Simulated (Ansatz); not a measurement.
TiSe$_{2}$: pressure against volume

TiSe$_{2}$, P-3m1, a = 3.481 Å, c = 5.873 Å. Ansatz: PBE+D3(BJ), PAW, 420 eV, Γ-centred 15×15×8 mesh on 3 atoms, Gaussian smearing 0.10 eV; no spin polarisation. Shape and atoms are relaxed at each volume; pressure is positive in compression.

| V (Å³/atom) | P (GPa) |
| --- | --- |
| 18.076 | 8.31 |
| 18.692 | ? |
| 19.308 | 3.24 |
| 19.925 | 1.41 |
| 20.541 | -0.01 |
| 21.157 | -1.10 |
| 21.773 | -1.84 |
| 22.595 | -2.29 |

Task: Take V0 = 20.541 Å³/atom, count pressures from its P0 = -0.01 GPa, fit the third-order Birch–Murnaghan form to the other rows, and predict the missing pressure.

Result: With the Eulerian strain f = ½[(V0/V)^(2/3) − 1] and y = (P − P0)/[3f(1 + 2f)^(5/2)], the form is the line y = B0 + 1.5 B0 (B0′ − 4) f. Rows (f, y): 0.04448, 50.4; 0.02107, 46.4; 0.01025, 43.9; -0.00975, 39.1; -0.01904, 35.3; -0.03078, 28.9. Means f = 0.002705, y = 40.667; Σ(Δf)² = 0.003889, ΣΔfΔy = 1.067; the slope is their ratio. y = 39.92 + 274.3 f GPa, so B0 = 39.9 GPa and B0′ = 4 + 2 × (274.3)/(3 × 39.92) = 8.58. At V = 18.692, f = 0.03245, y = 48.82 and P = 5.55 GPa. The run gave 5.50 GPa, so the fit is 0.05 GPa too high, within the rms miss on the fitted rows (0.15 GPa). A B0′ outside 2 to 8 is unusual except in layered or molecular crystals, and here it hangs on few rows.